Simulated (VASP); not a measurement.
# SiC: G0W0, by functional

SiC, F-43m (no. 216), 2 atoms in the cell.

| Functional | Quasiparticle gap on the mesh (eV) | Gap of the starting point on the mesh (eV) | Quasiparticle gap at the zone centre (eV) | Starting gap at the zone centre (eV) | Correction of the gap between the band edges on the mesh (eV) | Time (s) |
|---|---|---|---|---|---|---|
| LDA | 2.17 | 1.25 | 7.29 | 6.27 | 0.92 | 14 |
| PBE | 2.17 | 1.31 | 7.33 | 6.22 | 0.86 | 16 |
| PBEsol | 2.18 | 1.19 | 7.30 | 6.18 | 0.99 | 16 |
| r2SCAN | 2.34 | 1.69 | 7.60 | 6.82 | 0.65 | 27 |
| HSE06 | 2.57 | 2.26 | 7.86 | 7.59 | 0.32 | 101 |
| PBE0 | 2.81 | 3.03 | 8.14 | 8.37 | -0.22 | 82 |
| HF | 4.44 | 8.99 | 10.20 | 15.45 | -4.56 | 96 |
| RPBE | 2.18 | 1.32 | 7.35 | 6.22 | 0.86 | 17 |

Limits: the mesh is coarse: the screening isn't converged, and the gap may still move by about 0.1 eV.

## Input of the first row

INCAR.step1:
```
SYSTEM = SiC
ALGO = Normal ; EDIFF = 1E-8
ENCUT = 500 ; GGA = CA
ISMEAR = 0 ; KPAR = 4
LASPH = .TRUE. ; LCHARG = .FALSE.
LREAL = .FALSE. ; LWAVE = .TRUE.
NELM = 150 ; PREC = Accurate
SIGMA = 0.05
```

INCAR.step2, as INCAR.step1 but for:
```
- ALGO = Normal
- NELM = 150
+ ALGO = Exact
+ ISTART = 1
+ LOPTICS = .TRUE.
+ NBANDS = 136
+ NELM = 1
```

INCAR.step3:
```
SYSTEM = SiC
ALGO = EVGW0 ; ENCUT = 500
ENCUTGW = 200 ; GGA = CA
ISMEAR = 0 ; ISTART = 1
KPAR = 4 ; LASPH = .TRUE.
LCHARG = .FALSE. ; LREAL = .FALSE.
LWAVE = .FALSE. ; NBANDS = 136
NBANDSGW = 8 ; NELMGW = 1
NOMEGA = 48 ; PREC = Accurate
PRECFOCK = Fast ; SIGMA = 0.05
```

KPOINTS:
```
k-points
0
Gamma
  4 4 4
```

POSCAR:
```
SiC
1.0
    0.0000000000      2.1790000000      2.1790000000
    2.1790000000      0.0000000000      2.1790000000
    2.1790000000      2.1790000000      0.0000000000
Si C
1 1
Direct
    0.0000000000      0.0000000000      0.0000000000
    0.7500000000      0.7500000000      0.7500000000
```

Commands (each step's output is kept before the next begins):
```
cat potpaw_LDA.64/Si_GW/POTCAR potpaw_LDA.64/C_GW/POTCAR > POTCAR
cp INCAR.step1 INCAR
mpirun -np 4 vasp_std > vasp.out
cp INCAR.step2 INCAR
mpirun -np 4 vasp_std > vasp.out
cp INCAR.step3 INCAR
mpirun -np 4 vasp_std > vasp.out
```

Changes of the last row against the first:
```
(all steps)
- GGA = CA
+ GGA = RP
- cat potpaw_LDA.64/Si_GW/POTCAR potpaw_LDA.64/C_GW/POTCAR > POTCAR
+ cat potpaw_PBE.64/Si_GW/POTCAR potpaw_PBE.64/C_GW/POTCAR > POTCAR
```

VASP 6.6.1 took 14 s on 4 cores (Intel Xeon Platinum 8488C (Sapphire Rapids)), a shared host.
